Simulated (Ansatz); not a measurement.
Crystal: TaS2.

```
CELL_PARAMETERS angstrom
3.35000 0.00000 0.00000
-1.67500 2.90119 0.00000
0.00000 0.00000 5.86000
ATOMIC_POSITIONS crystal
Ta 0.00000 0.00000 0.00000
S 0.66667 0.33333 0.75000
S 0.33333 0.66667 0.25000
```

Base run:

| Item | Value |
| --- | --- |
| Program | Ansatz 0.2.0 |
| Functional | LDA |
| Potentials or basis | Ansatz PAW |
| Cutoff | 420 eV (not typed: the program's choice for these potentials) |
| k mesh | 9 × 9 × 5 |
| Occupations | gaussian, width 0.05 eV |
| Spin | no spin polarisation |

Its results: band gap on the k mesh none (metal or under the smearing width); pressure 1.4 GPa; largest force 0.782 eV/Å.

Question: The run is repeated on the same cell with these changes: functional from LDA to PBEsol. What comes out?

Answer: Band gap on the k mesh none (metal or under the smearing width); pressure 4.4 GPa; largest force 1.002 eV/Å.

PBEsol binds less tightly than LDA, so the same cell stands under more pressure.

Caveats: the PAW data sets come from PBE, with cores solved anew for the run's functional, which leaves a small shift of forces and pressure; this functional lacks dispersion, which binds the layers, so the pressure and a relaxed spacing across them are unreliable (some runs); forces of over 1 eV/Å show positions far from the minimum, so gaps and moduli don't describe the material at rest (some runs).
